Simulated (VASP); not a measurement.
## MgTe in VASP 6.6.1, single-point calculation

INCAR

```
IVDW = 20
NSW = 0
NELM = 79
LWAVE = .FALSE.
LASPH = .TRUE.
EDIFF = 1E-7
ENCUT = 520
PREC = Accurate
ISIF = 2
LCHARG = .FALSE.
ISMEAR = -1
IBRION = -1
NBANDS = 11
SIGMA = 0.02
GGA = PE
LREAL = .FALSE.
```

KPOINTS

```
KPOINTS created by Atomic Simulation Environment
0
Gamma
12 12 12
0 0 0
```

POSCAR

```
Mg Te
 1.0000000000000000
     0.0000000000000000    3.3103829093999999    3.3103829093999999
     3.3103829093999999    0.0000000000000000    3.3103829093999999
     3.3103829093999999    3.3103829093999999    0.0000000000000000
 Mg  Te
   1   1
Cartesian
  0.0000000000000000  0.0000000000000000  0.0000000000000000
  1.6551914547000000  1.6551914547000000  1.6551914547000000
```

The recommended PBE PAW datasets give the neutral cell 8 valence electrons.

Command

```
mpirun -np 1 vasp_std
```

OSZICAR

```
N       E                     dE             d eps       ncg     rms          rms(c)
DAV:   1     0.222272143216E+02    0.22227E+02   -0.28896E+03  1584   0.537E+02
DAV:   2    -0.488484681693E+01   -0.27112E+02   -0.25916E+02  1965   0.806E+01
DAV:   3    -0.657281528394E+01   -0.16880E+01   -0.16845E+01  1963   0.215E+01
DAV:   4    -0.659880458719E+01   -0.25989E-01   -0.25987E-01  1934   0.323E+00
DAV:   5    -0.659942032658E+01   -0.61574E-03   -0.61574E-03  1922   0.482E-01    0.273E+00
DAV:   6    -0.640722940412E+01    0.19219E+00   -0.36387E-01  1695   0.199E+00    0.174E+00
DAV:   7    -0.638126085284E+01    0.25969E-01   -0.21022E-01  1820   0.162E+00    0.912E-01
DAV:   8    -0.638520259493E+01   -0.39417E-02   -0.13148E-02  1704   0.535E-01    0.185E-01
DAV:   9    -0.638503967842E+01    0.16292E-03   -0.64447E-04  1857   0.117E-01    0.796E-02
DAV:  10    -0.638521723537E+01   -0.17756E-03   -0.37118E-04  1740   0.870E-02    0.465E-02
DAV:  11    -0.638520403770E+01    0.13198E-04   -0.40182E-05  1899   0.225E-02    0.947E-03
DAV:  12    -0.638520646422E+01   -0.24265E-05   -0.88977E-06  1794   0.122E-02    0.690E-03
DAV:  13    -0.638520670407E+01   -0.23985E-06   -0.93980E-07  1935   0.427E-03    0.261E-03
DAV:  14    -0.638520667719E+01    0.26882E-07   -0.52104E-08  1809   0.116E-03
   1 F= -.69052609E+01 E0= -.69052609E+01  d E =-.429577E-11
```

From OUTCAR

```
k-points           NKPTS =     72   k-points in BZ     NKDIM =     72   number of bands    NBANDS=     11

   NELECT =       8.0000    total number of electrons

   dimension x,y,z NGX =    36 NGY =   36 NGZ =   36
   dimension x,y,z NGXF=    72 NGYF=   72 NGZF=   72

  energy-cutoff  :      520.00
  volume of cell :       72.55
      direct lattice vectors                 reciprocal lattice vectors
     0.000000000  3.310382909  3.310382909    -0.151039929  0.151039929  0.151039929
     3.310382909  0.000000000  3.310382909     0.151039929 -0.151039929  0.151039929
     3.310382909  3.310382909  0.000000000     0.151039929  0.151039929 -0.151039929

 k-points in reciprocal lattice and weights: KPOINTS created by Atomic Simulation Env
   0.00000000  0.00000000  0.00000000       0.001
   0.08333333  0.00000000  0.00000000       0.005
   0.16666667  0.00000000  0.00000000       0.005
   0.25000000  0.00000000  0.00000000       0.005
   0.33333333  0.00000000  0.00000000       0.005
   0.41666667  0.00000000  0.00000000       0.005
   0.50000000  0.00000000  0.00000000       0.002
   0.08333333  0.08333333  0.00000000       0.003
   ...

 E-fermi :   1.7987

 k-point     1 :       0.0000    0.0000    0.0000
  band No.  band energies     occupation
      1      -8.5681      2.00000
      2       1.3798      2.00000
      3       1.3798      2.00000
      4       1.3798      2.00000
      5       3.4799      0.00000
      6       6.7243      0.00000
      7       6.7243      0.00000
      8       6.7243      0.00000
      9       9.8142      0.00000
     10       9.8253      0.00000
     11       9.8253      0.00000

 k-point     2 :       0.0833    0.0000    0.0000
  band No.  band energies     occupation
      1      -8.5392      2.00000
      2       0.9962      2.00000
      3       1.3500      2.00000
      4       1.3500      2.00000
      5       3.8300      0.00000
      6       6.6619      0.00000
      7       6.8002      0.00000
      8       6.8002      0.00000
      9       9.5711      0.00000
     10       9.5711      0.00000
     11      10.1087      0.00000

 k-point     3 :       0.1667    0.0000    0.0000
  band No.  band energies     occupation
      1      -8.4578      2.00000
      2       0.2660      2.00000
      3       1.2723      2.00000
      4       1.2723      2.00000
      5       4.3630      0.00000
      6       6.7116      0.00000
      7       6.9648      0.00000
      8       6.9648      0.00000
      9       9.2578      0.00000
     10       9.2578      0.00000
     11      10.4181      0.00000

 k-point     4 :       0.2500    0.0000    0.0000
  band No.  band energies     occupation
      1      -8.3398      2.00000
      2      -0.4593      2.00000
      3       1.1738      2.00000
      4       1.1738      2.00000
      5       4.5740      0.00000
      6       7.0515      0.00000
      7       7.0515      0.00000
      8       7.2033      0.00000
      9       9.3086      0.00000
     10       9.3086      0.00000
     11      10.0983      0.00000

 k-point     5 :       0.3333    0.0000    0.0000
  band No.  band energies     occupation
      1      -8.2129      2.00000
      2      -1.0536      2.00000
      3       1.0827      2.00000
      4       1.0827      2.00000
      5       4.5290      0.00000
      6       6.9866      0.00000
      7       6.9866      0.00000
      8       7.9554      0.00000
      9       9.8323      0.00000
     10       9.8323      0.00000
     11       9.9211      0.00000

 ...

  Total      -1.57670    -1.57670    -1.57670    -0.00000     0.00000    -0.00000
  in kB     -34.81736   -34.81736   -34.81736    -0.00000     0.00000    -0.00000
  external pressure =      -34.82 kB  Pullay stress =        0.00 kB

 POSITION                                       TOTAL-FORCE (eV/Angst)
 -----------------------------------------------------------------------------------
      0.00000      0.00000      0.00000        -0.000000     -0.000000     -0.000000
      1.65519      1.65519      1.65519         0.000000      0.000000      0.000000
 -----------------------------------------------------------------------------------
    total drift:                                0.000000      0.000000      0.000000

  FREE ENERGIE OF THE ION-ELECTRON SYSTEM (eV)
  ---------------------------------------------------
  free  energy   TOTEN  =        -6.9052608941 eV

  energy  without entropy=       -6.9052608940  energy(sigma->0) =       -6.90526089
```

It converged. Results: gap between bands v and c on the k mesh 2.10 eV; least direct gap on the k mesh 2.10 eV; pressure -3.5 GPa. Band v is the last that the valence electrons fill when counted band by band, and c is the next.

For comparison, a separate PBE run of the intended cell, on usual settings and not on those above, gives a gap of 2.10 eV on its mesh and a pressure of -1.6 GPa.

The run above took about 25 s on one core of a shared host (Intel Xeon 6975P-C) and held 0.24 GiB at most.
